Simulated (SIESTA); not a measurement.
The system is As.

```xyz
4
Lattice="1.8250 -5.5000 0.0000 1.8250 5.5000 0.0000 0.0000 0.0000 4.4700" Properties=species:S:1:pos:R:3 pbc="T T T"
As    1.8250    1.2100    2.5032
As    1.8250   -4.2900    4.2018
As    1.8250   -1.2100    1.9668
As    1.8250    4.2900    0.2682
```

This isn't the form of As at room conditions, which is rhombohedral.

Base run:

- Program: SIESTA 5.4.2
- Functional: BLYP
- Potentials or basis: PseudoDojo 0.4 standard (PBE files)
- Basis: DZP (energy shift 0.003 Ry; two zetas on semicore shells)
- Grid cutoff: 500 Ry
- Energy shift: 0.003 Ry
- k mesh: 8 × 8 × 6
- Occupations: fermi-dirac, width 0.05 eV
- Spin: no spin polarisation

Its results: pressure 10.3 GPa; largest force 0.594 eV/Å.

Task: The run is repeated on the same cell with these changes: functional from BLYP to PBEsol; potentials or basis from PseudoDojo 0.4 standard (PBE files) to PseudoDojo 0.4 standard (PBEsol files). What comes out?

Result: Pressure 2.3 GPa; largest force 0.500 eV/Å.

Caveats: the basis of atomic orbitals isn't converged, which shifts pressures, moduli and gaps; the potentials were made for another functional, which shifts forces and pressure (some runs).

Not every run made on this cell is shown here.
